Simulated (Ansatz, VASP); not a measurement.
Two plane-wave programs on AlGaN2

```
Al Ga N
1.0
     3.09134    0.00000    0.00000
     0.00000    3.09134    0.00000
     0.00000    0.00000    4.34953
Al Ga N
1 1 2
Direct
  0.50000 0.50000 0.50000
  0.00000 0.00000 0.00000
  0.50000 0.00000 0.73999
  0.00000 0.50000 0.26001
```

Alike in both runs: functional LDA; k mesh 8 × 8 × 6; occupations gaussian, width 0.02 eV; no spin polarisation.

Ansatz relaxed the structure, and its values are those at the end. VASP's run is a single point on that final structure, the one shown.

```csv
,VASP,Ansatz
version,VASP 6.6.1,Ansatz 0.2.0
potentials or method,"VASP PAW LDA potentials, release 64 (Al, Ga_d, N)","scalar-relativistic, plane waves, PAW"
plane-wave cutoff (eV),520,420
valence electrons in the cell,26,26
```

```tsv
	VASP	Ansatz	Ansatz less VASP
gap on the k mesh at the Fermi level (eV)	3.24	3.23	-0.011
least direct gap on the mesh (eV)	3.24	3.23	-0.011
pressure (GPa)	6.0	5.1	-0.98
rms of the force components (eV/Å)	0.013	0.001	-0.0123
```

A k mesh can miss the band edges. LDA gaps usually lie below the measured ones, often by a third to a half.
